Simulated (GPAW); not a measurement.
# InSe (GaSe-type monolayer): one start, several treatments of the self-energy, part 2 of 2

Wanted: the gap of InSe (GaSe-type monolayer) under several approximations, with cost.

GPAW 26.7.0; PBE and many-body steps on it, plane waves. Known limits of the many-body steps: extrapolated from modest cutoffs; no spin-orbit coupling.

So far. Step 2 (Empty states on the mesh, 9×9×1 mesh, 382 bands): On this mesh the gap is 1.463 eV.

## Step 5: G0W0, extrapolated in the cutoff

G0W0 replaces the xc potential by the self-energy, built once from these orbitals. Only a window of levels is corrected, while the sums run over the empty bands that the input names.

This step: G0W0 on PBE, plane waves, PAW.

Contents of run.py:

```python
import json
import numpy as np
from gpaw.mpi import world
from gpaw.response.g0w0 import G0W0

gw = G0W0('full.gpw',
    filename='gw',
    kpts=[0, 1],
    bands=(17, 21),
    ecut=80.0,
    truncation='2D',
    integrate_gamma='sphere',
    q0_correction=True,
    frequencies={'type': 'nonlinear', 'domega0': 0.15, 'omega2': 15.0},
    eta=0.1,
    nblocksmax=True,
    ecut_extrapolation=True)
gw.calculate()
res = {mode: {k: v for k, v in r.items() if k != 'sigma_eskwn'}
       for mode, r in gw.all_results.items()}

if world.rank == 0:
    with open('result.json', 'w') as f:
        json.dump(res, f, default=lambda x: x.tolist())
```

Run with:

```
mpirun -n 16 gpaw python run.py
```

Numbers of over 12 decimals in the logs are rounded to 6 here.

The log of the run:

```text
Using integrator: PointIntegrator
NonLinearFrequencyDescriptor(from 0.000 to 91.563 eV, 174 points)
Nonperiodic BCs:  [False False  True]
Using integrator: PointIntegrator
NonLinearFrequencyDescriptor(from 0.000 to 91.563 eV, 174 points)
Nonperiodic BCs:  [False False  True]
Applying analytical 2D correction to W:
    Evaluating Gamma point contribution to W on a 17x17x1 grid
  ___  _ _ _
 |   || | | |
 | | || | | |
 |__ ||_____|
 |___|

BZ k-points: Symmetries present (total): 12

  [... matrices ...]
81 k-points: 9 x 9 x 1 Monkhorst-Pack grid
12 k-points in the irreducible part of the Brillouin zone
       k-points in crystal coordinates                weights
   0:     0.00000000    0.00000000    0.00000000          1/81
   1:     0.11111111    0.00000000    0.00000000          6/81
   2:     0.22222222   -0.11111111    0.00000000          6/81
   3:     0.22222222    0.00000000    0.00000000          6/81
   4:     0.33333333   -0.11111111    0.00000000         12/81
   5:     0.33333333    0.00000000    0.00000000          6/81
   6:     0.33333333    0.33333333    0.00000000          2/81
   7:     0.44444444   -0.22222222    0.00000000          6/81
   8:     0.44444444   -0.11111111    0.00000000         12/81
   9:     0.44444444    0.00000000    0.00000000          6/81
          ...
  11:     0.44444444    0.44444444    0.00000000          6/81

Distributing spins, k-points and bands (1 x 2 x 4) over 1 process
Number of blocks: 16

Quasi particle states:
k-points (IBZ indices): [0, 1]
Band range: (17, 21)
  [... matrices ...]
Computational parameters:
Extrapolating to infinite plane wave cut-off using points at:
  68.942 eV
  73.959 eV
  80.000 eV
Number of bands: 372
Coulomb cutoff: 2D
Broadening: 0.1 eV

fxc modes: GW
Kernel: RPA
Using full-frequency real axis integration
Summing all q:

Calculating screened Coulomb potential
2D Coulomb truncation
NonLinearFrequencyDescriptor(from 0.000 to 91.563 eV, 174 points)
Removing empty qpoint cache files...

Calculating chi0 body with:
    Ground state adapter containing:
    Number of spins: 1
    Number of kpoints: 81
    Number of irreducible kpoints: 12
    Number of completely occupied states: 19
    Number of partially occupied states: 19
    Occupied states memory: 9.27734375 M / cpu

    Linear response parametrization:
    q_c: [0.0, 0.0, 0.0]
    Number of frequency points: 174
    Planewave cutoff: 80.0
    Number of bands: 372
    Number of planewaves: 341
    Broadening (eta): 0.1
    comm.size: 16
    kncomm.size: 1
    blockcomm.size: 16

    Memory estimate of potentially large arrays:
        chi0_wGG: 19.295591 M / cpu
Integrating chi0 body.

Symmetries of q_c:
    Direct symmetries (Uq -> q): 12
    Indirect symmetries (TUq -> q): 12
In total 24 allowed symmetries.

  [... matrices ...]
12 groups of equivalent kpoints. 85.185185% reduction.

Integral kind: spectral function
Integrating chi0 head and wings.

Symmetries of q_c:
    Direct symmetries (Uq -> q): 12
    Indirect symmetries (TUq -> q): 12
In total 24 allowed symmetries.

  [... matrices ...]
12 groups of equivalent kpoints. 85.185185% reduction.

Integral kind: spectral function wings

Calculating chi0 body with:
    Ground state adapter containing:
    Number of spins: 1
    Number of kpoints: 81
    Number of irreducible kpoints: 12
    Number of completely occupied states: 19
    Number of partially occupied states: 19
[... the further q-points ...]
Extrapolating selfenergy to infinite energy cutoff:
  Performing linear fit to 3 points
  Minimum R^2 = 0.9786. (R^2 Should be close to 1)
  [... matrices ...]
Results:
f:      Occupation numbers
eps:     KS-eigenvalues [eV]
vxc:     KS vxc [eV]
exx:     Exact exchange [eV]
sigma:   Self-energies [eV]
dsigma:  Self-energy derivatives
Z:       Renormalization factors
qp:      QP-energies [eV]

k-point 0 (0): (0.000, 0.000, 0.000)                GW
band       f     eps     vxc     exx   sigma  dsigma       Z      qp
                                                                   GW
  17   1.000  -1.375 -15.545 -17.772   1.027  -0.360   0.735  -2.257
  18   1.000  -0.955 -13.315 -15.309   0.700  -0.354   0.739  -1.911
  19   0.000   0.570 -13.223 -10.022  -2.707  -0.298   0.770   0.950
  20   0.000   1.776 -11.982  -8.118  -3.362  -0.281   0.781   2.168

k-point 1 (1): (0.111, 0.000, 0.000)                GW
band       f     eps     vxc     exx   sigma  dsigma       Z      qp
                                                                   GW
  17   1.000  -1.502 -15.385 -17.676   1.069  -0.365   0.733  -2.397
  18   1.000  -0.893 -13.480 -15.465   0.684  -0.341   0.746  -1.863
  19   0.000   1.133 -14.023 -10.630  -2.838  -0.309   0.764   1.556
  20   0.000   2.350 -12.484  -8.444  -3.493  -0.304   0.767   2.769
```

It took 7.3 min on 16 MPI ranks of Arm Neoverse V2, shared host; peak memory 7.8 GiB; 2 h of CPU time.

Numbers from this step:

```yaml
quasiparticle_gap_on_the_points_computed: 2.813 eV
least_direct_quasiparticle_gap_on_the_computed_points: 2.861 eV
z_at_the_valence_top: 0.7457
z_at_the_conduction_bottom: 0.7702
starting_gap_on_the_mesh: 1.463 eV
k_of_the_valence_top: 0.1111, 0, 0
k_of_the_conduction_bottom: 0, 0, 0
gaps_at_the_cutoffs_of_the_extrapolation: 2.811, 2.812, 2.811 eV
```

The gap on the mesh goes from 1.46 eV to 2.81 eV, a correction of +1.35 eV.

## Step 6: One-shot Hartree-Fock

This step: one-shot Hartree-Fock levels on PBE orbitals, plane waves, PAW.

Contents of run.py:

```python
import json
import numpy as np
from gpaw.mpi import world
from gpaw.hybrids.eigenvalues import non_self_consistent_eigenvalues

dft, vxc, vxc_hyb = non_self_consistent_eigenvalues('full.gpw', 'EXX', 17, 21, kpt_indices=[0, 1])
res = {'dft': dft[0], 'hybrid': (dft - vxc + vxc_hyb)[0]}
if world.rank == 0:
    with open('hybrid.txt', 'w') as f:
        for k, e0, e1 in zip([0, 1], res['dft'], res['hybrid']):
            print(k, ' '.join(f'{x:9.4f}' for x in e0), '|', ' '.join(f'{x:9.4f}' for x in e1), file=f)

if world.rank == 0:
    with open('result.json', 'w') as f:
        json.dump(res, f, default=lambda x: x.tolist())
```

Run with:

```
mpirun -n 16 gpaw python run.py
```

The log of the run:

```text
IBZ(<points: 12, symmetries: 12>)
Occupied bands: 19
Transforming wave functions from IBZ to BZ: 0.053 seconds
Distributing wave functions and iFFT-ing to real space: 0.154 seconds
Calculating eigenvalues:
  k-points: 2
  Bands: 17-20 (inclusive)
  Seconds: 0.857 (wave-function broadcasting: 0.013 seconds)
HSE06-eigenvalue shifts:
  min: -2.291 eV
  ave: 0.750 eV
  max: 4.040 eV
```

It took 3.4 s on 16 MPI ranks; peak memory 3.2 GiB; 53 s of CPU time.

Numbers from this step:

| Property | Result |
| --- | --- |
| starting gap on the mesh | 1.463 eV |
| hybrid gap on the mesh | 6.649 eV |
| least direct hybrid gap on the computed points | 6.720 eV |

## Step 7: Side by side

Times are wall times on 16 MPI ranks of Arm Neoverse V2, shared host, good to a factor of about two.

```
                             run   mesh  bands  screening cutoff (eV)  DFT gap (eV)  gap on the mesh (eV)  direct (eV)     time
                  one-shot HSE06  9×9×1      -                      -         1.463                 2.115        2.172    3.2 s
        GLLB-SC, self-consistent  9×9×1      -                      -         1.776                 2.562            -    6.2 s
G0W0, extrapolated in the cutoff  9×9×1      -                     80         1.463                 2.813        2.861  7.3 min
           one-shot Hartree-Fock  9×9×1      -                      -         1.463                 6.649        6.720    3.4 s
```

## Step 8: Outcome

```
one-shot HSE06                   : 2.115 eV
GLLB-SC, self-consistent         : 2.562 eV
G0W0, extrapolated in the cutoff : 2.813 eV
one-shot Hartree-Fock            : 6.649 eV
known limits                     : not at the basis limit; no spin-orbit coupling
```

GLLB-SC, self-consistent: +0.447 eV against one-shot HSE06, +0.313 eV of it in the start. G0W0, extrapolated in the cutoff: +0.699 eV against one-shot HSE06, at other bands or cutoff, so not like for like. One-shot Hartree-Fock: +4.534 eV against one-shot HSE06. One-shot hybrid levels are evaluated on the PBE orbitals. GLLB-SC has a self-consistent start of its own and adds its derivative discontinuity. Against experiment, by G0W0, extrapolated in the cutoff: the direct gap of 2.86 eV lies +0.02 eV from the measured 2.84 ± 0.05 eV (exciton, 300 K, 2019). An exciton line or allowed optical edge lies below the quasiparticle gap by the binding energy; a forbidden edge can push the onset above it. The computed sheet is free-standing; a substrate or cover screens it further and lowers both gap and binding, while the exciton line moves little. These are gaps on the mesh, at modest bands and cutoff. The calculation has static nuclei and no excitons; a measured gap holds zero-point and thermal motion, which mostly lowers it. Bands and cutoff are finite, so the gap is not at the basis limit. The miss can reach some tenths of an eV and take either sign; the mesh is an error of its own. These stock PAW sets were not made for GW; the filled d or f shell of Se lies in the frozen core, which bears on start and correction. The many-body steps are scalar-relativistic: spin-orbit coupling is not in them.

[Paths, hosts, dates, memory and timing lines, banners, echoed tables and standing remarks are left out of the program output.]

[Logs are printed without paths, hosts, clocks, repeated set-up lines and the standing remarks that a program may print on its own settings, such as how far it seeks lower states.]

[Runs of the session that timed out or met a known fault of the program may be left out.]

[Hosts, paths, dates, database ids (printed as entryN), source tags and the programs' standing remarks are cut or masked in the printed files.]
